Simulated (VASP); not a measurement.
# BeTe (F-43m) in VASP: notebook

One crystal, BeTe, is run at these levels: RPBE+D4, LDA; tasks: single point.

Program: VASP 6.6.1. These are calculated values, not measurements. Logs are shortened: lines on timing, memory, paths and dates and some standing lists are left out, and cuts for length are marked.

### Step 1. Starting point

The structure is cubic, space group F-43m (No. 216). Conventional cell: a = 5.649 Å, b = 5.649 Å, c = 5.649 Å, α = 90.00°, β = 90.00°, γ = 90.00°. Te (site symmetry -43m) is surrounded by 4 Be at 2.45 Å. Be (site symmetry -43m) has 4 Te at 2.45 Å as nearest neighbours.

### Step 2. Single point, RPBE+D4

Contents of INCAR:

```
SYSTEM = BeTe
PREC     = Accurate       ! precision mode
ENCUT    = 520            ! plane-wave cutoff, eV
EDIFF    = 1E-6           ! SCF threshold, eV
ISMEAR   = -1             ! smearing method
SIGMA    = 0.05           ! smearing width, eV
LREAL    = .FALSE.        ! projectors in reciprocal space
LASPH    = .TRUE.         ! aspherical terms in the spheres
NELM     = 100            ! most SCF steps
ALGO     = Fast           ! electronic algorithm
ISIF     = 2              ! what is computed and relaxed
LWAVE    = .FALSE.        ! write WAVECAR
LCHARG   = .TRUE.         ! write CHGCAR
GGA      = RP             ! functional
IVDW     = 13             ! dispersion correction
LELF     = .TRUE.         ! ELF
LVHAR    = .TRUE.       
NBANDS   = 11             ! bands
```

Contents of KPOINTS:

```
Automatic mesh
0
G
  8 8 8
  0 0 0
```

Contents of POSCAR:

```
BeTe
1.0
    0.0000000000      2.8243275181      2.8243275181
    2.8243275181      0.0000000000      2.8243275181
    2.8243275181      2.8243275181      0.0000000000
Te Be
1 1
Direct
    0.7500000000      0.7500000000      0.7500000000
    0.0000000000      0.0000000000      0.0000000000
```

Potentials or basis: VASP PAW PBE potentials, release 64 (Te, Be).

Started as:

```console
cat potpaw_PBE.64/Te/POTCAR potpaw_PBE.64/Be/POTCAR > POTCAR
mpirun -np 1 vasp_std > vasp.out
```

OUTCAR:

```text
SYSTEM = BeTe
   PREC = Accurate
   ENCUT = 520
   EDIFF = 1E-6
   ISMEAR = -1
   LREAL = .FALSE.
   LASPH = .TRUE.
   NELM = 100
   ISIF = 2
   GGA = RP
   IVDW = 13

 ion  position               nearest neighbor table
   1  0.750  0.750  0.750-   2 2.45   2 2.45   2 2.45   2 2.45
   2  0.000  0.000  0.000-   1 2.45   1 2.45   1 2.45   1 2.45

  LATTYP: Found a face centered cubic cell.
 ALAT       =     5.6486550362

  Lattice vectors:

 A1 = (   0.0000000000,   2.8243275181,   2.8243275181)
 A2 = (   2.8243275181,   0.0000000000,   2.8243275181)
 A3 = (   2.8243275181,   2.8243275181,   0.0000000000)

Analysis of symmetry for initial positions (statically):
=====================================================================
 Subroutine PRICEL returns:
 Original cell was already a primitive cell.

 Routine SETGRP: Setting up the symmetry group for a
 face centered cubic supercell.

 Subroutine GETGRP returns: Found 24 space group operations
 (whereof 24 operations were pure point group operations)
 out of a pool of 48 trial point group operations.

The static configuration has the point symmetry T_d .

Analysis of symmetry for dynamics (positions and initial velocities):
=====================================================================
 Subroutine PRICEL returns:
 Original cell was already a primitive cell.

 Routine SETGRP: Setting up the symmetry group for a
 face centered cubic supercell.

 Subroutine GETGRP returns: Found 24 space group operations
 (whereof 24 operations were pure point group operations)
 out of a pool of 48 trial point group operations.

The dynamic configuration has the point symmetry T_d .

 Subroutine INISYM returns: Found 24 space group operations
 (whereof 24 operations are pure point group operations),
 and found     1 'primitive' translations

----------------------------------------------------------------------------------------

                                     Primitive cell

  volume of cell :      45.0583

  direct lattice vectors                    reciprocal lattice vectors
     0.000000000  2.824327518  2.824327518    -0.177033293  0.177033293  0.177033293
     2.824327518  0.000000000  2.824327518     0.177033293 -0.177033293  0.177033293
     2.824327518  2.824327518  0.000000000     0.177033293  0.177033293 -0.177033293

  length of vectors
     3.994202281  3.994202281  3.994202281     0.306630657  0.306630657  0.306630657

  position of ions in fractional coordinates (direct lattice)
     0.750000000  0.750000000  0.750000000
     0.000000000  0.000000000  0.000000000

  ion indices of the primitive-cell ions
   primitive index   ion index
                 1           1
                 2           2

[... 86 lines left out ...]
   ISMEAR =    -1;   SIGMA  =   0.05  broadening in eV -4-tet -1-fermi 0-gaus
   EFERMI_NEDOS =   21; number of points for ismear=-14 and -15
   IALGO  =     68    algorithm
   IMIX   =      4    mixing-type and parameters
     AMIX     =   0.40;   BMIX     =  1.00
     AMIX_MAG =   1.60;   BMIX_MAG =  1.00
  volume/ion in A,a.u.               =      22.53       152.03
  Fermi-wavevector in a.u.,A,eV,Ry     =   0.920124  1.738783 11.519080  0.846628
  Thomas-Fermi vector in A             =   2.045395
   LORBIT       =      0    0 simple, 1 ext, 2 COOP (PROOUT), +10 PAW based schemes
   GGA     = RP    functional components
   LHFCALC =     F    Hartree Fock is set to
   AEXX    =    0.0000 exact exchange contribution
   IVDW    =    13    specifies the selected vdW correction
   LEPSILON=     F    determine dielectric tensor
   LRPA    =     F    only Hartree local field effects (RPA)
 non-spin polarized calculation
 RMM-DIIS sequential band-by-band and
  energy-cutoff  :      520.00
  volume of cell :       45.06
 maximum number of plane-waves:      1243
 NGX is ok and might be reduce to    30
   NGX = 15   NGY = 15   NGZ = 15

 number of electron       8.0000000 magnetization

 Free energy of the ion-electron system (eV)
  ---------------------------------------------------
  ext. energy  EPLUGINS =         0.00000000
  ---------------------------------------------------
  free energy    TOTEN  =        -7.03456745 eV

  energy without entropy =       -7.03456745  energy(sigma->0) =       -7.03456745

 E-fermi :   6.0765     XC(G=0):  -8.9063

 val. band max:        5.0855418557   @ k =   0.0000   0.0000   0.0000
 cond. band min:       7.1753632673   @ k =   0.5000   0.5000   0.0000
 fundamental gap:      2.0898214116
 Fermi energy:         6.0764675305

 k-point     1 :       0.0000    0.0000    0.0000
  band No.  band energies     occupation
      1      -7.1310      2.00000
      2       5.0855      2.00000
      3       5.0855      2.00000
      4       5.0855      2.00000
      5       8.7276      0.00000
      6       8.7276      0.00000
      7       8.7276      0.00000
      8       8.9314      0.00000
      9      13.5418      0.00000
     10      15.2768      0.00000
     11      15.2768      0.00000
[... 309 lines left out ...]
 k-point    24 :      -0.3750    0.2500    0.1250
  band No.  band energies     occupation
      1      -5.5703      2.00000
      2       0.0293      2.00000
      3       2.2319      2.00000
      4       3.2145      2.00000
      5       9.3290      0.00000
      6       9.5264      0.00000
      7      11.7566      0.00000
      8      12.8681      0.00000
      9      13.6575      0.00000
     10      16.6857      0.00000
     11      17.0683      0.00000

 [... further k-points ...]

------------------------ aborting loop because EDIFF is reached ----------------------------------------

  DFT-D4 for vdW energy calculation

  Edisp (eV):   -1.21344

  FORCE on cell =-STRESS in cart. coord.  units (eV):
  Direction    XX          YY          ZZ          XY          YZ          ZX
  --------------------------------------------------------------------------------------
  -------------------------------------------------------------------------------------
  Total      -0.75106    -0.75106    -0.75106     0.00000     0.00000    -0.00000
  in kB     -26.70617   -26.70617   -26.70617     0.00000     0.00000    -0.00000
  external pressure =      -26.71 kB  Pullay stress =        0.00 kB

 VOLUME and BASIS-vectors are now :
 -----------------------------------------------------------------------------
  energy-cutoff  :      520.00
  volume of cell :       45.06
      direct lattice vectors                 reciprocal lattice vectors
     0.000000000  2.824327518  2.824327518    -0.177033293  0.177033293  0.177033293
     2.824327518  0.000000000  2.824327518     0.177033293 -0.177033293  0.177033293
     2.824327518  2.824327518  0.000000000     0.177033293  0.177033293 -0.177033293

 POSITION                                       TOTAL-FORCE (eV/Angst)
 -----------------------------------------------------------------------------------
      4.23649      4.23649      4.23649         0.000000      0.000000      0.000000
      0.00000      0.00000      0.00000        -0.000000     -0.000000     -0.000000
 -----------------------------------------------------------------------------------
    total drift:                               -0.000000     -0.000000     -0.000000

  FREE ENERGIE OF THE ION-ELECTRON SYSTEM (eV)
  ---------------------------------------------------
  free  energy   TOTEN  =        -8.2480040243 eV

  energy  without entropy=       -8.2480040242  energy(sigma->0) =       -8.24800402
```

OSZICAR:

```text
N       E                     dE             d eps       ncg     rms          rms(c)
DAV:   1     0.197705536868E+02    0.19771E+02   -0.31827E+03   638   0.573E+02
DAV:   2    -0.596231108635E+01   -0.25733E+02   -0.24735E+02   811   0.927E+01
DAV:   3    -0.712188739748E+01   -0.11596E+01   -0.11577E+01   840   0.208E+01
DAV:   4    -0.713410796753E+01   -0.12221E-01   -0.12220E-01   772   0.235E+00
DAV:   5    -0.713435718111E+01   -0.24921E-03   -0.24921E-03   832   0.328E-01    0.425E+00
RMM:   6    -0.705177957038E+01    0.82578E-01   -0.32681E-02   648   0.105E+00    0.251E+00
RMM:   7    -0.703161315615E+01    0.20166E-01   -0.47481E-02   715   0.121E+00    0.443E-01
RMM:   8    -0.703389731818E+01   -0.22842E-02   -0.93807E-03   698   0.659E-01    0.112E-01
RMM:   9    -0.703450666187E+01   -0.60934E-03   -0.14017E-03   734   0.261E-01    0.460E-02
RMM:  10    -0.703456051078E+01   -0.53849E-04   -0.25590E-04   781   0.110E-01    0.322E-02
RMM:  11    -0.703456936828E+01   -0.88575E-05   -0.46927E-05   768   0.481E-02    0.254E-02
RMM:  12    -0.703456715813E+01    0.22101E-05   -0.10057E-05   773   0.215E-02    0.809E-03
RMM:  13    -0.703456745211E+01   -0.29398E-06   -0.21256E-06   714   0.105E-02
   1 F= -.82480040E+01 E0= -.82480040E+01  d E =-.371857E-10
```

It took 19 s on 1 thread of Intel Xeon Platinum 8259CL at 2.50GHz (Skylake/Cascade Lake), shared host; peak memory 0.16 GiB.

Results:

```
Free energy                : -8.2480 eV
Pressure                   : -2.7 GPa
Band gap on the k mesh     : 2.09 eV, indirect (least direct gap 3.64 eV)
Dispersion energy per atom : -0.607 eV
```

Caveat: the PAW data sets were made with another functional, which shifts forces and pressure a little; spin-orbit coupling is left out, which moves the levels of the heavy elements.

### Step 3. Single point, LDA

This run uses another cell than the first one, of 19.98 Å³/atom, 0.887 times its volume.

Contents of INCAR:

```
PREC = Accurate
ENCUT = 520
EDIFF = 1E-7
ISMEAR = -1
SIGMA = 0.05
LREAL = F
LASPH = T
NELM = 100
ALGO = Normal
ISIF = 2
LWAVE = F
LCHARG = T
LELF = T
LVHAR = T
NBANDS = 11
```

Contents of KPOINTS:

```
regular mesh
0
Gamma
  8 8 8
```

Contents of POSCAR:

```
BeTe
1.0
    0.0000000000      2.7134535211      2.7134535211
    2.7134535211      0.0000000000      2.7134535211
    2.7134535211      2.7134535211      0.0000000000
Te Be
1 1
Direct
    0.7500000000      0.7500000000      0.7500000000
    0.0000000000      0.0000000000      0.0000000000
```

Potentials or basis: VASP PAW LDA potentials, release 64 (Te, Be).

Started as:

```console
cat potpaw_LDA.64/Te/POTCAR potpaw_LDA.64/Be/POTCAR > POTCAR
mpirun -np 1 vasp_std > vasp.out
```

Wall time 13 s (1 thread of Intel Xeon Platinum 8259CL at 2.50GHz (Skylake/Cascade Lake), shared host); peak memory 0.15 GiB.

The run converged. Its results:

```yaml
Free_energy: -8.6773 eV
Pressure: 5.5 GPa
Band_gap_on_the_k_mesh: 1.59 eV, indirect (least direct gap 3.48 eV)
```

Levels at points of the mesh, in eV from the valence-band top:
```
           k point  band 1  band 2  band 3  band 4  band 5  band 6  band 7  band 8  band 9
(0.00, 0.00, 0.00)  -13.10    0.00    0.00    0.00    3.48    3.48    3.48    4.57    8.35
(0.50, 0.00, 0.00)  -11.47   -6.29   -1.33   -1.33    3.37    4.49    4.49    7.59   11.25
(0.50, 0.50, 0.00)  -10.87   -5.71   -3.09   -3.09    1.59    2.48   10.31   10.31   12.02
```

Caveat: spin-orbit coupling is left out, which moves the levels of the heavy elements. A k mesh can miss the band edges.
